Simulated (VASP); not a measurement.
# Sb (Fm-3m) in VASP: further runs, part 2 of 2

VASP 6.6.1.

## Step 3: Single point, r2SCAN

INCAR reads:

```
SYSTEM = Sb
  PREC = Accurate
  ENCUT = 900
  EDIFF = 1E-8
  ISMEAR = 0
  SIGMA = 0.02
  LREAL = .FALSE.
  LASPH = .TRUE.
  NELM = 100
  ALGO = Normal
  ISIF = 2
  LWAVE = .FALSE.
  LCHARG = .FALSE.
  METAGGA = R2SCAN
  LMIXTAU = .TRUE.
  NBANDS = 8
  ADDGRID = .FALSE.
```

KPOINTS reads:

```
regular mesh
0
G
  8 8 8
  0 0 0
```

POSCAR reads:

```
Sb
1.0
    0.0000000000      2.3712425216      2.3712425216
    2.3712425216      0.0000000000      2.3712425216
    2.3712425216      2.3712425216      0.0000000000
Sb
1
Direct
    0.0000000000      0.0000000000      0.0000000000
```

Potentials or basis: VASP PAW PBE potentials, release 64 (Sb).

The run is started by

```bash
> cat potpaw_PBE.64/Sb/POTCAR > POTCAR
> mpirun -np 1 vasp_std > vasp.out
```

OUTCAR:

```text
SYSTEM = Sb
   PREC = Accurate
   ENCUT = 900
   EDIFF = 1E-8
   ISMEAR = 0
   LREAL = .FALSE.
   LASPH = .TRUE.
   NELM = 100
   ISIF = 2
   METAGGA = R2SCAN

 ion  position               nearest neighbor table
   1  0.000  0.000  0.000-

  LATTYP: Found a face centered cubic cell.
 ALAT       =     4.7424850432

  Lattice vectors:

 A1 = (   0.0000000000,   2.3712425216,   2.3712425216)
 A2 = (   2.3712425216,   0.0000000000,   2.3712425216)
 A3 = (   2.3712425216,   2.3712425216,   0.0000000000)

Analysis of symmetry for initial positions (statically):
=====================================================================
 Subroutine PRICEL returns:
 Original cell was already a primitive cell.

 Routine SETGRP: Setting up the symmetry group for a
 face centered cubic supercell.

 Subroutine GETGRP returns: Found 48 space group operations
 (whereof 48 operations were pure point group operations)
 out of a pool of 48 trial point group operations.

The static configuration has the point symmetry O_h .

Analysis of symmetry for dynamics (positions and initial velocities):
=====================================================================
 Subroutine PRICEL returns:
 Original cell was already a primitive cell.

 Routine SETGRP: Setting up the symmetry group for a
 face centered cubic supercell.

 Subroutine GETGRP returns: Found 48 space group operations
 (whereof 48 operations were pure point group operations)
 out of a pool of 48 trial point group operations.

The dynamic configuration has the point symmetry O_h .

 Subroutine INISYM returns: Found 48 space group operations
 (whereof 48 operations are pure point group operations),
 and found     1 'primitive' translations

----------------------------------------------------------------------------------------
[... 112 lines left out ...]
  volume/ion in A,a.u.               =      26.67       179.95
  Fermi-wavevector in a.u.,A,eV,Ry     =   0.937013  1.770697 11.945820  0.877993
  Thomas-Fermi vector in A             =   2.064081
   LORBIT       =      0    0 simple, 1 ext, 2 COOP (PROOUT), +10 PAW based schemes
   METAGGA = R2SCAN    functional components
   LHFCALC =     F    Hartree Fock is set to
   AEXX    =    0.0000 exact exchange contribution
   IVDW    =     0    specifies the selected vdW correction
   LEPSILON=     F    determine dielectric tensor
   LRPA    =     F    only Hartree local field effects (RPA)
 non-spin polarized calculation
 Gauss-broadening in eV      SIGMA  =   0.02
  energy-cutoff  :      900.00
  volume of cell :       26.67
 maximum number of plane-waves:      1660
 NGX is ok and might be reduce to    36
   NGX = 17   NGY = 17   NGZ = 17

 number of electron       5.0000000 magnetization

 Free energy of the ion-electron system (eV)
  ---------------------------------------------------
  ext. energy  EPLUGINS =         0.00000000
  ---------------------------------------------------
  free energy    TOTEN  =       -25.21793633 eV

  energy without entropy =      -25.21705822  energy(sigma->0) =      -25.21749728

 E-fermi :   8.5019     XC(G=0): -10.8693

 val. band max:        8.3292311123   @ k =   0.5000   0.2500   0.1250
 cond. band min:       8.5105211765   @ k =  -0.3750   0.3750   0.1250
 fundamental gap:      0.1812900641
 Fermi energy:         8.5018903073

 k-point     1 :       0.0000    0.0000    0.0000
  band No.  band energies     occupation
      1      -5.0566      2.00000
      2      14.3174      0.00000
      3      14.3174      0.00000
      4      14.3174      0.00000
      5      19.0605      0.00000
      6      19.0605      0.00000
      7      19.0605      0.00000
      8      19.5833      0.00000
[... 243 lines left out ...]
 k-point    24 :      -0.3750    0.2500    0.1250
  band No.  band energies     occupation
      1      -0.2138      2.00000
      2       3.2794      2.00000
      3       8.2688      2.00000
      4      10.1640      0.00000
      5      16.8015      0.00000
      6      18.5273      0.00000
      7      22.6036      0.00000
      8      23.3148      0.00000

 [... further k-points ...]

------------------------ aborting loop because EDIFF is reached ----------------------------------------

  FORCE on cell =-STRESS in cart. coord.  units (eV):
  Direction    XX          YY          ZZ          XY          YZ          ZX
  --------------------------------------------------------------------------------------
  -------------------------------------------------------------------------------------
  Total        0.3336071      0.3336071      0.3336071     -0.0000000     -0.0000000      0.0000000
  in kB       20.0441642     20.0441642     20.0441642     -0.0000000     -0.0000000      0.0000000
  external PRESSURE =      20.0441642 kB  Pullay stress =       0.0000000 kB

 VOLUME and BASIS-vectors are now :
 -----------------------------------------------------------------------------
  energy-cutoff  :      900.00
  volume of cell :       26.67
      direct lattice vectors                 reciprocal lattice vectors
     0.000000000  2.371242522  2.371242522    -0.210859916  0.210859916  0.210859916
     2.371242522  0.000000000  2.371242522     0.210859916 -0.210859916  0.210859916
     2.371242522  2.371242522  0.000000000     0.210859916  0.210859916 -0.210859916

 POSITION                                       TOTAL-FORCE (eV/Angst)
 -----------------------------------------------------------------------------------
      0.00000      0.00000      0.00000         0.000000      0.000000      0.000000
 -----------------------------------------------------------------------------------
    total drift:                                0.000000      0.000000      0.000000

  FREE ENERGIE OF THE ION-ELECTRON SYSTEM (eV)
  ---------------------------------------------------
  free  energy   TOTEN  =       -25.2179363307 eV

  energy  without entropy=      -25.2170582230  energy(sigma->0) =      -25.21749728
```

OSZICAR:

```text
N       E                     dE             d eps       ncg     rms          rms(c)
DAV:   1    -0.129502138518E+02   -0.12950E+02   -0.25712E+03   464   0.709E+02
DAV:   2    -0.256799135215E+02   -0.12730E+02   -0.12218E+02   664   0.681E+01
DAV:   3    -0.258323682434E+02   -0.15245E+00   -0.15245E+00   552   0.847E+00
[... 13 lines left out ...]
DAV:  17    -0.252179361783E+02    0.14386E-06   -0.22685E-07   520   0.499E-03    0.506E-04
DAV:  18    -0.252179363107E+02   -0.13241E-06   -0.18967E-08   528   0.183E-03    0.222E-04
DAV:  19    -0.252179363354E+02   -0.24627E-07   -0.96738E-09   568   0.890E-04    0.831E-05
DAV:  20    -0.252179363209E+02    0.14481E-07   -0.34824E-09   312   0.701E-04    0.587E-05
DAV:  21    -0.252179363307E+02   -0.98329E-08   -0.17937E-10   264   0.178E-04
   1 F= -.25217936E+02 E0= -.25217497E+02  d E =-.878108E-03
```

stdout:

```text
POSCAR found type information on POSCAR Sb
 POSCAR found :  1 types and       1 ions
 scaLAPACK will be used
 -----------------------------------------------------------------------------
|                                                                             |
|                                                                             |
|     You enforced a specific xc type in the INCAR file but a different       |
|     I HOPE YOU KNOW WHAT YOU ARE DOING!                                     |
|                                                                             |
 -----------------------------------------------------------------------------

 LDA part: xc-table for (None), standard interpolation
 POSCAR, INCAR and KPOINTS ok, starting setup
 FFT: planning ... GRIDC
 FFT: planning ... GRID_SOFT
 FFT: planning ... GRID
 WAVECAR not read
 entering main loop
```

Run time: 80 s. Hardware: 1 thread of Intel Xeon Platinum 8559C (Emerald Rapids), shared host; peak memory 0.23 GiB.

What came out:

- Free energy: -25.2179 eV
- Pressure: 2.0 GPa
- Band gap on the k mesh: none (metal or under the smearing width)

Levels at points of the mesh, in eV from the Fermi level:
```csv
k point,band 1,band 2,band 3,band 4,band 5,band 6
"(0.00, 0.00, 0.00)",-13.56,5.82,5.82,5.82,10.56,10.56
"(0.50, 0.00, 0.00)",-9.48,-6.12,3.97,3.97,8.92,9.69
"(0.50, 0.50, 0.00)",-7.66,-5.23,0.47,0.47,4.78,4.93
```

Caveat: the PAW data sets were made with another functional, which shifts forces and pressure a little. Spin-orbit coupling is left out, which matters for the levels of Sb.

## Step 4: For comparison

An earlier run on the cell as given: functional PBEsol; potentials or basis VASP PAW PBE potentials, release 64 (Sb); cutoff 520 eV; k mesh 10 × 10 × 10; occupations fermi-dirac, width 0.05 eV; no spin polarisation.

* Pressure: -1.2 GPa
* Band gap on the k mesh: none (metal or under the smearing width)

## Step 5: Summary

```csv
level,potentials or basis,k mesh,cutoff (eV),smearing,ladder,mesh quality,gap on the mesh (eV),pressure (GPa)
PBE,"VASP PAW PBE potentials, release 64 (Sb_d_GW)",5 × 5 × 5,450,gaussian 0.02 eV,-,coarse,none,1.9
r2SCAN,"VASP PAW PBE potentials, release 64 (Sb)",8 × 8 × 8,900,gaussian 0.02 eV,-,not flagged,none,2.0
PBEsol,"VASP PAW PBE potentials, release 64 (Sb)",10 × 10 × 10,520,fermi-dirac 0.05 eV,free,not flagged,none,-1.2
```

Alike in all rows: task single point; no spin polarisation; cell as given.

Caveats: some runs use coarse meshes; the PAW data sets were made with another functional, which shifts forces and pressure a little (some runs).

Total energies depend on the potentials used, so only differences within one code and one set of settings carry meaning.
